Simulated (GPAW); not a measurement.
Wanted: an ASE script for a GPAW 26.7.0 run.

| Item | Value |
| --- | --- |
| Task | band structure |
| Functional | PBEsol |
| Potentials or basis | PAW data sets generated in the run's folder for this functional |
| Cutoff | 600 eV |
| Basis | pw |
| k mesh | 8 × 8 × 8 |
| Occupations | fermi-dirac, width 0.05 eV |
| Spin | collinear spin, ferromagnetic start |
| Starting moments | [2.0, 2.0, 2.0, 0.0] μB |
| Hubbard terms | Co d U = 4 eV |
| Maxiter | 150 |
| Band path | GXMGRX,MR |
| Band points | 100 |

The system is AlCo3.

```
CELL_PARAMETERS angstrom
3.57495 0.00000 0.00000
0.00000 3.57495 0.00000
0.00000 0.00000 3.57495
ATOMIC_POSITIONS crystal
Co 0.00000 0.50000 0.50000
Co 0.50000 0.00000 0.50000
Co 0.50000 0.50000 0.00000
Al 0.00000 0.00000 0.00000
```

The cell comes from a database or a generator and needn't be the stable form of this composition.

The input as run:

run.py

```python
from ase import Atoms
from ase.dft.bandgap import bandgap
from ase.io import write
from ase.units import GPa
from gpaw import GPAW, PW, setup_paths

setup_paths.insert(0, '.')

atoms = Atoms(['Co', 'Co', 'Co', 'Al'],
              cell=[[3.574948, 0.0, 0.0],
                    [0.0, 3.574948, 0.0],
                    [0.0, 0.0, 3.574948]],
              scaled_positions=[[0.0, 0.5, 0.5],
                                [0.5, 0.0, 0.5],
                                [0.5, 0.5, 0.0],
                                [0.0, 0.0, 0.0]],
              pbc=True)
atoms.set_initial_magnetic_moments([2.0, 2.0, 2.0, 0.0])

calc = GPAW(mode=PW(600),
            xc='PBEsol',
            kpts={'size': (8, 8, 8), 'gamma': True},
            occupations={'name': 'fermi-dirac', 'width': 0.05},
            setups={'Co': ':d,4.0'},
            nbands=32,
            convergence={'density': 1e-05, 'energy': 1e-05},
            maxiter=150,
            txt='gpaw.txt')
atoms.calc = calc
energy = atoms.get_potential_energy()
forces = atoms.get_forces()
stress = atoms.get_stress()
calc.write('gs.gpw')
write('result.traj', atoms)
print(f'Energy: {energy:.6f} eV')
print('Forces (eV/A):')
print(forces.round(4))
print('Stress (GPa):', (stress / GPa).round(3))
print('Moments:', calc.get_magnetic_moments().round(3))
print('Fermi level:', round(calc.get_fermi_level(), 4), 'eV')
print(f'Gap: {bandgap(calc)[0]:.4f} eV, direct: {bandgap(calc, direct=True)[0]:.4f} eV')

path = atoms.cell.bandpath('GXMGRX,MR', npoints=100, eps=1e-4)
bs_calc = calc.fixed_density(kpts=path, symmetry='off', nbands=46,
                             convergence={'bands': 'CBM+6.0', 'eigenstates': 1e-6}, txt='bands.txt')
bs = bs_calc.band_structure()
bs.write('bs.json')
print(f'Gap on the path: {bandgap(bs_calc)[0]:.4f} eV')
```

Potentials or basis: PAW data sets generated in the run's folder for this functional, pw.

Launch:

```sh
$ gpaw-setup -f PBEsol Al Co
$ OMP_NUM_THREADS=1 python run.py
```

It gave:

The pressure is 6.8 GPa and the band gap along the path is none (metal or under the smearing width). The net moment is 4.88 μB per cell and the site moments are Co +1.75; Al -0.08 μB.

Caveat: the U is typed as a test and isn't derived for this compound.

It took 4.8 min on 1 thread of Arm Neoverse V2 (shared host), peak memory 0.51 GiB.
